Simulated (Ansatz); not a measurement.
Ti, DFT, PBE, all-electron LAPW, scalar-relativistic (Ansatz 0.2.0), run on 1 thread of Arm Neoverse V2 on a shared host.

The cell is COD entry 1534878, as deposited and not checked against the literature; nothing was relaxed. The listed cell was then made from it by scaling, straining or moving an atom.

Command: `ansatz run input.yaml --threads 1 --pin off --max-ram 3072MiB --backend cpu --events-out ev --progress --plain --runs-dir out`

```yaml
crystal:
  lattice:
    - [0.0, 2.0909, 2.03]
    - [2.0909, 0.0, 2.03]
    - [2.0909, 2.0909, 0.0]
  atoms:
    - { symbol: Ti, position: [0.0, 0.0, 0.0] }
kpoints:
  mp_grid: { grid: [15, 15, 15] }
  band_path:
    path:
      - [0.0, 0.0, 0.0]
      - [0.0, 0.5, 0.5]
      - [0.25, 0.75, 0.5]
      - [0.0, 0.5, 0.0]
      - [0.0, 0.0, 0.0]
      - [0.5, 0.5, 0.0]
      - [0.3826125, 0.6173875, 0.0]
      - [-0.3826125, 0.3826125, 0.0]
      - [0.0, 0.0, 0.0]
    npoints: 5
scf:
  occupations: { method: fermi_dirac, width: 0.05 }
hamiltonian:
  xc: pbe
  pseudopotentials: { kind: all_electron, lapw: { basis_error: 0.00025 } }
output:
  forces: true
  stress: true
  eigenvalues: true
```

Problem. How large is the problem that the program sets up?

Solution. 288 irreducible k-points, 169 plane waves at Γ, 10 bands.

Problem. About how long does it take, and how much memory does it use?

Solution. 14 s of wall time for 6 SCF iterations, with a peak of 0.39 GiB. Times on shared machines scatter by tens of per cent.
